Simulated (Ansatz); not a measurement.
## Al2Ru: iterations to self-consistency

The calculation used DFT r2SCAN, scalar-relativistic, plane waves, PAW in Ansatz.

```
Al Ru
1.0
    -1.56042    1.56042    4.22181
     1.56042   -1.56042    4.22181
     1.56042    1.56042   -4.22181
Al Ru
2 1
Cartesian
  0.0000 0.0000 5.5660
  0.0000 0.0000 2.8776
  0.0000 0.0000 0.0000
```

```
plane-wave cutoff : 500 eV
Γ-centred k-mesh  : 18×18×18
occupation rule   : Gaussian smearing, 0.1 eV
spin treatment    : unpolarised
```

Each run starts from superposed atomic densities and uses Broyden mixing with its automatic preconditioner, at most 120 iterations and the default threshold on the density residual; only the length of the Broyden history differs.

| length of the Broyden history | iterations | converged | density residual (eV) at iterations 1, 3, 5 |
| --- | --- | --- | --- |
| 2 | 10 | yes | 3.5 0.19 0.00084 |
| 3 | 10 | yes | 3.5 0.19 0.0008 |
| 5 | 9 | yes | 3.5 0.25 0.0003 |
| 8 | 9 | yes | 3.5 0.25 0.0003 |

Cost: 4 runs of about 0.82 core-minutes in all, on AMD EPYC 9R45 (Zen 5) (shared hosts).